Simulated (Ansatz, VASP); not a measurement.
# Cross-check of Ti31O64 (V_Ti hop (3.8 A)) between VASP and Ansatz, part 2 of 2

Wanted: the spread between two codes on one cell, functional and k mesh. The structure shown is the start of the Ansatz relaxation below; VASP solves that cell, so the two are compared at the walk's first step.

VASP 6.6.1 and Ansatz 0.2.0.

So far. Step 3 (VASP: single point, PBEsol, start cell, pair 1): The run ends at a pressure of 6.48 GPa, with forces up to 5.4 eV/Å.

### Step 6. VASP: single point, PBEsol, start cell, pair 2

Level of this step: PBEsol, no spin polarisation; plane waves and PAW (Ti_sv, O) (VASP).

The same cell, functional and mesh now go to VASP, with its own data sets.

INCAR

```
SYSTEM = Ti31O64
PREC = Accurate
ENCUT = 520
EDIFF = 1E-06
NELM = 120
ISMEAR = 0
SIGMA = 0.01
LREAL = Auto
ALGO = Normal
GGA = PS
NELECT = 760
NBANDS = 448
LASPH = .TRUE.
LORBIT = 11
LWAVE = .FALSE.
LCHARG = .FALSE.
ISIF = 2
ISYM = 0
GGA_COMPAT = .FALSE.
EFERMI = MIDGAP
NCORE = 2
```

POSCAR

```
Ti31O64
1.0
    7.5375864195      7.5375864195      0.0000000000
   -7.5375864195      7.5375864195      0.0000000000
    0.0000000000      0.0000000000      9.5583074700
Ti O
31 64
Direct
    0.9998189075      0.9993399744      0.0009206651
    0.9992039892      0.2500800515      0.4996700530
[... 5 atom lines left out ...]
    0.3757161567      0.3757180140      0.2493119213
[... 1 atom line left out ...]
    0.0000000000      0.7498421491      0.4989377058
    0.2547897819      0.5034104803      0.5051103467
[... 3 atom lines left out ...]
    0.3808911554      0.6297771907      0.7384152500
    0.3815544977      0.8695091022      0.2617618242
[... 1 atom line left out ...]
    0.5002264372      0.2498810488      0.4989377058
    0.7467907745      0.9960199461      0.5056334519
[... 2 atom lines left out ...]
    0.6239397784      0.3771764384      0.7503420477
[... 1 atom line left out ...]
    0.8740198299      0.3746557376      0.2506719948
[... 1 atom line left out ...]
    0.4992977580      0.7500411518      0.4992515689
[... 1 atom line left out ...]
    0.6243125767      0.6250263331      0.2506719948
    0.6197607218      0.8683814202      0.7383106290
    0.8732238191      0.6244704522      0.7504466688
    0.8738984382      0.8752025692      0.2499396475
[... 3 atom lines left out ...]
    0.3755512498      0.3738928940      0.4568800505
[... 15 atom lines left out ...]
    0.3700786757      0.8793929026      0.4514397568
    0.0015256873      0.4987670842      0.2078819923
    0.9992703235      0.7504391572      0.7077612874
    0.2476920192      0.4960473807      0.7117368866
[... 3 atom lines left out ...]
    0.3749210746      0.6246031207      0.5435062658
[... 1 atom line left out ...]
    0.9992703235      0.5002264372      0.7930274292
    0.0009950135      0.7500411518      0.2932527551
    0.2509423965      0.5008897796      0.2926250289
[... 4 atom lines left out ...]
    0.8760098568      0.3737270584      0.4555199771
[... 1 atom line left out ...]
    0.4993640922      0.2506107254      0.7075520453
    0.7536895345      0.0027860377      0.7123646128
    0.7510361653      0.2476920192      0.2076727502
[... 1 atom line left out ...]
    0.6241387811      0.3749874088      0.5429831606
[... 2 atom lines left out ...]
    0.5029461407      0.0023880323      0.7934459133
    0.5002264372      0.2504117227      0.2921019238
    0.7482501276      0.9977446361      0.2916834396
    0.7516331734      0.2512077334      0.7926089450
    0.6242681328      0.6246727716      0.4569846716
[... 2 atom lines left out ...]
    0.8762751937      0.8748158406      0.4581355029
    0.5021368631      0.4965913214      0.2075681292
    0.4993640922      0.7499748176      0.7067150770
    0.7501074860      0.4992314238      0.7078659084
    0.7525618526      0.7485817987      0.2068357820
    0.6274820263      0.6218568835      0.0351526670
    0.6250011261      0.8756118514      0.5432970237
    0.8751475118      0.6258634711      0.5428785396
[... 1 atom line left out ...]
    0.4985004205      0.4977070631      0.7918765978
    0.5001601030      0.7490461383      0.2926250289
    0.7503728230      0.5005581084      0.2933573762
    0.7529256295      0.7528614180      0.7927135661
```

KPOINTS

```
Points of the shifted mesh
1
Reciprocal
 0.2500000000  0.2500000000  0.2500000000 1
```

Potentials, in the order of the species: Ti_sv and O (PBE family, release 64).

Launch:

```bash
$ mpirun -np 8 vasp_std
```

Numbers of over 12 decimals in the logs are rounded to 6 here.

Log:

```text
[banner, memory and clock lines left out]
running    8 mpi-ranks, on    1 nodes
[...]
[... a notice as in an earlier step ...]

 LDA part: xc-table for (Slater+PW92), standard interpolation
 POSCAR, INCAR and KPOINTS ok, starting setup
[...]
entering main loop
       N       E                     dE             d eps       ncg     rms          rms(c)
DAV:   1     0.131140707345E+05    0.13114E+05   -0.36637E+05   896   0.200E+03
DAV:   2     0.206678945493E+04   -0.11047E+05   -0.10591E+05   896   0.637E+02
DAV:   3    -0.786206839317E+03   -0.28530E+04   -0.27495E+04  1080   0.280E+02
DAV:   4    -0.108949403014E+04   -0.30329E+03   -0.30236E+03  1264   0.981E+01
DAV:   5    -0.111322781525E+04   -0.23734E+02   -0.23724E+02  1416   0.222E+01BRMIX: very serious problems
 the old and the new charge density differ
 old charge density:   756.00000 new  759.99998
    0.129E+02
DAV:   6    -0.869147841501E+03    0.24408E+03   -0.18080E+03  1272   0.105E+02    0.574E+01
DAV:   7    -0.868343115710E+03    0.80473E+00   -0.44842E+02  1296   0.404E+01    0.362E+01
DAV:   8    -0.856471412290E+03    0.11872E+02   -0.52605E+01  1344   0.188E+01    0.165E+01
DAV:   9    -0.861592126763E+03   -0.51207E+01   -0.56669E+01  1296   0.115E+01    0.225E+01
[...]
DAV:  23    -0.857494888578E+03   -0.16396E-05   -0.35762E-05  1224   0.115E-02    0.140E-02
DAV:  24    -0.857494886404E+03    0.21736E-05   -0.80745E-06   960   0.726E-03    0.869E-03
DAV:  25    -0.857494885826E+03    0.57807E-06   -0.65004E-06   920   0.539E-03
   1 F= -.85749489E+03 E0= -.85749489E+03  d E =0.000000E+00
```

From OUTCAR (step 6):

```text
  FREE ENERGIE OF THE ION-ELECTRON SYSTEM (eV)
  ---------------------------------------------------
  free  energy   TOTEN  =      -857.4948858260 eV

  energy  without entropy=     -857.4948858260  energy(sigma->0) =     -857.49488583
```

The run ends at a pressure of 6.59 GPa, with forces up to 6.1 eV/Å.

### Step 7. Differences

Forces on 9 of the 95 atoms, those with the largest forces and the largest differences (eV/Å; atoms numbered as in POSCAR):

| atom | Ansatz x, y, z | VASP x, y, z |
| --- | --- | --- |
| Ti15 | 0.483, -3.106, 2.763 | 0.474, -3.136, 2.817 |
| Ti22 | 1.204, 2.934, -3.507 | 1.205, 2.933, -3.507 |
| Ti24 | -2.545, 0.230, 3.330 | -2.544, 0.238, 3.309 |
| Ti26 | 4.747, 0.035, -1.475 | 4.722, 0.051, -1.445 |
| Ti28 | 5.510, -0.038, 2.636 | 5.529, -0.023, 2.617 |
| Ti30 | 0.819, -2.783, -3.602 | 0.829, -2.795, -3.606 |
| O67 | 2.813, -0.029, -0.648 | 2.741, -0.030, -0.609 |
| O73 | -0.091, -3.125, 0.614 | -0.088, -3.056, 0.586 |
| O80 | -4.189, 0.029, -0.091 | -4.122, 0.028, -0.064 |

The forces differ by 19 meV/Å r.m.s., which is 1.5 % of the r.m.s. force of 1.222 eV/Å (both taken over all components). The cell carries a charge of -4 e against a uniform background, so its pressure also hangs on how the neutralising background is counted, and in a defect's cell a gap may be the spacing between its levels.

### Step 8. Ansatz: relaxation, PBEsol

The two programs are compared at the cell with which this relaxation starts, whose forces are those of its first step.

The structure compared here is the start of the Ansatz relaxation; VASP solves that cell, so the two are compared at the walk's first step.

input.yaml

```yaml
crystal:
  lattice:
    - [7.53758642, 7.53758642, 0.0]
    - [-7.53758642, 7.53758642, 0.0]
    - [0.0, 0.0, 9.55830747]
  atoms:
    - { symbol: Ti, position: [0.0, 0.0, 0.0] }
    - { symbol: Ti, position: [0.0, 0.25, 0.5] }
[... 5 atom lines left out ...]
    - { symbol: Ti, position: [0.375, 0.375, 0.25] }
[... 1 atom line left out ...]
    - { symbol: O, position: [0.125, 0.375, 0.95743051] }
    - { symbol: O, position: [0.375, 0.125, 0.95743051] }
[... 3 atom lines left out ...]
    - { symbol: O, position: [0.25, 0.0, 0.70743051] }
    - { symbol: O, position: [0.25, 0.25, 0.20743051] }
[... 1 atom line left out ...]
    - { symbol: O, position: [0.125, 0.375, 0.54256949] }
    - { symbol: O, position: [0.375, 0.125, 0.54256949] }
[... 2 atom lines left out ...]
    - { symbol: O, position: [0.0, 0.25, 0.29256949] }
[... 1 atom line left out ...]
    - { symbol: O, position: [0.25, 0.25, 0.79256949] }
[... 1 atom line left out ...]
    - { symbol: Ti, position: [0.0, 0.75, 0.5] }
[... 1 atom line left out ...]
    - { symbol: Ti, position: [0.25, 0.75, 0.0] }
    - { symbol: Ti, position: [0.125, 0.625, 0.25] }
    - { symbol: Ti, position: [0.125, 0.875, 0.75] }
    - { symbol: Ti, position: [0.375, 0.625, 0.75] }
[... 3 atom lines left out ...]
    - { symbol: O, position: [0.375, 0.625, 0.95743051] }
[... 15 atom lines left out ...]
    - { symbol: Ti, position: [0.75, 0.0, 0.5] }
[... 1 atom line left out ...]
    - { symbol: Ti, position: [0.625, 0.125, 0.25] }
    - { symbol: Ti, position: [0.625, 0.375, 0.75] }
    - { symbol: Ti, position: [0.875, 0.125, 0.75] }
[... 2 atom lines left out ...]
    - { symbol: O, position: [0.625, 0.375, 0.95743051] }
[... 1 atom line left out ...]
    - { symbol: O, position: [0.875, 0.375, 0.45743051] }
    - { symbol: O, position: [0.5, 0.0, 0.20743051] }
    - { symbol: O, position: [0.5, 0.25, 0.70743051] }
    - { symbol: O, position: [0.75, 0.0, 0.70743051] }
[... 3 atom lines left out ...]
    - { symbol: O, position: [0.875, 0.125, 0.54256949] }
    - { symbol: O, position: [0.875, 0.375, 0.04256949] }
    - { symbol: O, position: [0.5, 0.0, 0.79256949] }
    - { symbol: O, position: [0.5, 0.25, 0.29256949] }
[... 2 atom lines left out ...]
    - { symbol: Ti, position: [0.5, 0.5, 0.0] }
[... 3 atom lines left out ...]
    - { symbol: Ti, position: [0.625, 0.875, 0.75] }
    - { symbol: Ti, position: [0.875, 0.625, 0.75] }
    - { symbol: Ti, position: [0.875, 0.875, 0.25] }
    - { symbol: O, position: [0.625, 0.625, 0.45743051] }
[... 2 atom lines left out ...]
    - { symbol: O, position: [0.875, 0.875, 0.45743051] }
    - { symbol: O, position: [0.5, 0.5, 0.20743051] }
    - { symbol: O, position: [0.5, 0.75, 0.70743051] }
    - { symbol: O, position: [0.75, 0.5, 0.70743051] }
    - { symbol: O, position: [0.75, 0.75, 0.20743051] }
    - { symbol: O, position: [0.625, 0.625, 0.04256949] }
    - { symbol: O, position: [0.625, 0.875, 0.54256949] }
    - { symbol: O, position: [0.875, 0.625, 0.54256949] }
[... 1 atom line left out ...]
    - { symbol: O, position: [0.5, 0.5, 0.79256949] }
    - { symbol: O, position: [0.5, 0.75, 0.29256949] }
    - { symbol: O, position: [0.75, 0.5, 0.29256949] }
    - { symbol: O, position: [0.75, 0.75, 0.79256949] }
basis:
  ecutwfc: 420
  xc_grid: 2
hamiltonian:
  xc: pbesol
kpoints:
  mp_grid: { grid: [1, 1, 1], shift: [0.25, 0.25, 0.25] }
scf:
  occupations: { method: fermi_dirac, width: 0.01 }
  max_iter: 120
output:
  forces: true
relax:
  f_tol: 0.02
  max_steps: 70
  random_displacement: { amplitude: 0.03, seed: 1566 }
```

Launch:

```bash
$ ansatz run input.yaml --threads 32 --pin off --max-ram 84787MiB --backend cuda --events-out ev --progress --plain --runs-dir out --max-vram 78GiB
```

Log:

```text
[...]
Crystal: 95 atoms, lattice volume = 1086.114 Å³
Basis set: ecut = 420 eV, 21163 PW (Γ), exchange–correlation on 144×144×128 points (8 copies of the dense FFT grid, shifted against one another)
Bands: 473, of which v1, the nominal top of the filled ones, is band 378 counted from 1 (377 counted from 0)
[...]
k-points: 1
[...]
SCF 1 converged in 40 iterations: F = -112703.649108 eV  dr2 = 7.05e-6
[...]
relax step   1: F+E_penalty+E_count = -112703.64910776 eV  Δ(F+E_penalty+E_count) = +0.000e0 eV  max|allowed force component| = 1.851e0 eV/Å  Δτ_max = 0.0000 Å  (40 SCF iters, dr2 threshold 1.00e-5 eV [...]
[...]
relax step   9: F+E_penalty+E_count = -112705.91718435 eV  Δ(F+E_penalty+E_count) = -1.504e-2 eV  max|allowed force component| = 4.497e-2 eV/Å  Δτ_max = 0.0198 Å  (18 SCF iters, accepted)
[...]
relax step  13: F+E_penalty+E_count = -112705.91838059 eV  Δ(F+E_penalty+E_count) = -1.942e-4 eV  max|allowed force component| = 1.528e-2 eV/Å  Δτ_max = 0.0028 Å  (11 SCF iters, accepted)
[...]
```

### Step 9. VASP: single point, PBEsol, start cell, pair 3

The same cell, functional, mesh and smearing now go to VASP, with its own data sets.

Edit INCAR of step 6 so:

```diff
@@ -5,3 +5,3 @@
 NELM = 120
-ISMEAR = 0
+ISMEAR = -1
 SIGMA = 0.01
@@ -10,3 +10,2 @@
 GGA = PS
-NELECT = 760
 NBANDS = 448
@@ -19,3 +18,2 @@
 GGA_COMPAT = .FALSE.
-EFERMI = MIDGAP
 NCORE = 2
```

POSCAR

```
Ti31O64
1.0
    7.5375864195      7.5375864195      0.0000000000
   -7.5375864195      7.5375864195      0.0000000000
    0.0000000000      0.0000000000      9.5583074700
Ti O
31 64
Direct
    0.0005041402      0.9974925661      0.0013182250
    0.9990713208      0.2474266823      0.5005070212
[... 5 atom lines left out ...]
    0.3724269075      0.3738331932      0.2497304055
[... 1 atom line left out ...]
    0.9976119677      0.7510361653      0.5012393685
    0.2524680838      0.5008234453      0.5011347474
[... 3 atom lines left out ...]
    0.3769774357      0.6249347918      0.7522252263
    0.3765794303      0.8732901533      0.2481610900
[... 1 atom line left out ...]
    0.5012877849      0.2504117227      0.5027040629
    0.7498421491      0.0026533692      0.5010301264
[... 2 atom lines left out ...]
    0.6275881611      0.3760487565      0.7504466688
[... 1 atom line left out ...]
    0.8735554903      0.3741913980      0.2474287427
[... 1 atom line left out ...]
    0.7518321761      0.4980374076      0.4992515689
[... 1 atom line left out ...]
    0.6269407390      0.6267762301      0.2489980582
    0.6229447649      0.8731574849      0.7496097005
    0.8742851668      0.6275218269      0.7511790160
    0.8734228218      0.8759435226      0.2523459313
[... 3 atom lines left out ...]
    0.3763160834      0.3768427772      0.4593909553
[... 15 atom lines left out ...]
    0.3747220719      0.8743515010      0.4543691458
[... 1 atom line left out ...]
    0.9979436388      0.7509698311      0.7092259818
    0.2495493777      0.4981700761      0.7097490870
    0.2486870326      0.7511024995      0.2098697919
[... 2 atom lines left out ...]
    0.3733953872      0.6266594818      0.5443432340
[... 1 atom line left out ...]
    0.0007296765      0.5006244426      0.7895749351
    0.9997346631      0.7481174591      0.2902187452
    0.2520037442      0.5016857903      0.2912649555
    0.2479573561      0.7483827960      0.7914581137
[... 3 atom lines left out ...]
    0.8740198299      0.3773091069      0.4560430823
    0.4990987553      0.9992039892      0.2102882761
    0.5005581084      0.2484880300      0.7099583291
    0.7521638472      0.9998009973      0.7094352239
[... 2 atom lines left out ...]
    0.6236081072      0.3755180826      0.5451802023
[... 3 atom lines left out ...]
    0.5026144696      0.2489523696      0.2929388920
    0.7514341707      0.0019900269      0.2940897234
    0.7486481330      0.2512740677      0.7902026613
    0.6266860155      0.6249082581      0.4548922509
[... 2 atom lines left out ...]
    0.8774957436      0.8746566385      0.4560430823
    0.5012811515      0.4979777068      0.2057895717
    0.5026144696      0.7501738203      0.7065058350
    0.7481837933      0.4994304265      0.7050411405
    0.7521074631      0.7514242205      0.2061034348
    0.6238993145      0.6233168999      0.0447778021
    0.6235417730      0.8740198299      0.5449709602
    0.8759435226      0.6255981341      0.5453894444
[... 1 atom line left out ...]
    0.5011949170      0.4991252890      0.7952244708
    0.4978384049      0.7501738203      0.2946128286
    0.7519648445      0.4980374076      0.2925204079
    0.7517326747      0.7479516235      0.7916673557
```

KPOINTS is that of step 6.

Launch:

```bash
$ mpirun -np 8 vasp_std
```

Log:

```text
[... set-up lines as in an earlier step ...]
 entering main loop
       N       E                     dE             d eps       ncg     rms          rms(c)
DAV:   1     0.130065354675E+05    0.13007E+05   -0.36361E+05   896   0.198E+03
DAV:   2     0.202588295836E+04   -0.10981E+05   -0.10518E+05   896   0.633E+02
DAV:   3    -0.798600693758E+03   -0.28245E+04   -0.27307E+04  1064   0.278E+02
DAV:   4    -0.109481675343E+04   -0.29622E+03   -0.29405E+03  1248   0.972E+01
[...]
DAV:  33    -0.873097121423E+03    0.12469E-05   -0.29010E-05   608   0.358E-03    0.253E-02
DAV:  34    -0.873097123202E+03   -0.17784E-05   -0.21945E-06   576   0.297E-03    0.128E-02
DAV:  35    -0.873097123050E+03    0.15135E-06   -0.16358E-06   496   0.143E-03
   1 F= -.87309712E+03 E0= -.87307225E+03  d E =-.497546E-01
```

From OUTCAR (step 9):

```text
  FREE ENERGIE OF THE ION-ELECTRON SYSTEM (eV)
  ---------------------------------------------------
  free  energy   TOTEN  =      -873.0971230503 eV

  energy  without entropy=     -873.0473684412  energy(sigma->0) =     -873.07224575
```

The run ends at a pressure of 0.63 GPa, with forces up to 2.1 eV/Å.

### Step 10. Comparison

Forces on 10 of the 95 atoms, those with the largest forces and the largest differences (eV/Å; atoms numbered as in POSCAR):

| atom | Ansatz x, y, z | VASP x, y, z |
| --- | --- | --- |
| Ti15 | -0.193, 0.803, -1.851 | -0.187, 0.815, -1.856 |
| Ti16 | 0.883, 0.229, 1.683 | 0.882, 0.219, 1.684 |
| Ti19 | 0.092, -1.659, 0.572 | 0.095, -1.653, 0.572 |
| Ti28 | -1.165, -0.598, 1.672 | -1.170, -0.586, 1.676 |
| Ti29 | -0.249, -0.998, -1.757 | -0.241, -0.997, -1.765 |
| O51 | -1.057, -0.001, 0.006 | -1.005, -0.004, 0.028 |
| O58 | -0.010, -0.772, 0.386 | -0.011, -0.713, 0.364 |
| O80 | 1.067, -0.002, -0.399 | 1.017, -0.004, -0.365 |
| O89 | 0.005, 1.550, 0.256 | 0.006, 1.508, 0.235 |
| O93 | 0.595, -0.009, -1.471 | 0.611, -0.010, -1.463 |

The forces differ by 15 meV/Å r.m.s., which is 3.2 % of the r.m.s. force of 0.464 eV/Å (both taken over all components).

### Step 11. What came out

```json
{
  "r.m.s. force difference (single point, PBEsol, start cell, pair 1)": "1.5 % of the r.m.s. force",
  "r.m.s. force difference (single point, PBEsol, start cell, pair 2)": "1.5 % of the r.m.s. force",
  "r.m.s. force difference (single point, PBEsol, start cell, pair 3)": "3.2 % of the r.m.s. force"
}
```

In words: The r.m.s. force difference is 3.2 % of the r.m.s. force (single point, PBEsol, start cell, pair 3), beyond the 3 % picked in this series as the mark of a large difference. What causes the difference of the single point, PBEsol, start cell, pair 3 pair stays open here. 3 further runs of this series are not shown here. How closely two codes agree says nothing of how well the functional describes the real material.

[Lines on the potential files, build, host, timing and source positions are cut from VASP's logs without a mark.]

[Logs are printed without paths, hosts, clocks, repeated set-up lines and the standing remarks that a program may print on its own settings, such as how far it seeks lower states.]

[Hosts, paths, dates, database ids (printed as entryN), source tags and the programs' standing remarks are cut or masked in the printed files.]
